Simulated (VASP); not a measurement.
The system is MnO.

```
Mn O
1.0
     2.97129   -1.71698    0.00000
     2.97129    1.71698    0.00000
    -1.98463    0.00000    2.81031
Mn O
1 1
Direct
  0.50020 0.50020 0.50067
  0.74980 0.74980 0.24934
```

The cell comes from a database or a generator and needn't be the stable form of this composition.

Program: VASP 6.6.1. Alike in all runs: task band structure; spin collinear, ferromagnetic start; cell as given; k mesh 7 × 7 × 7; cutoff (eV) 520; smearing fermi-dirac 0.05 eV.

Question: Order these runs on this cell by their pressure, lowest first.
A. level BLYP; potentials or basis VASP PAW PBE potentials, release 64 (Mn_pv, O)
B. level PW91; potentials or basis VASP PAW PBE potentials, release 64 (Mn_pv, O)
C. level TPSS; potentials or basis VASP PAW PBE potentials, release 64 (Mn_pv, O)
D. level PBEsol; potentials or basis VASP PAW PBE potentials, release 64 (Mn_pv, O)
E. level LDA; potentials or basis VASP PAW LDA potentials, release 64 (Mn_pv, O)

Answer: E (-13.3 GPa), D (-8.1 GPa), C (-5.5 GPa), B (-3.9 GPa), A (-0.1 GPa).

Caveats: a cell with one magnetic atom can't hold antiferromagnetic order, which such compounds often take; the PAW data sets were made with another functional, which shifts forces and pressure a little (some runs).
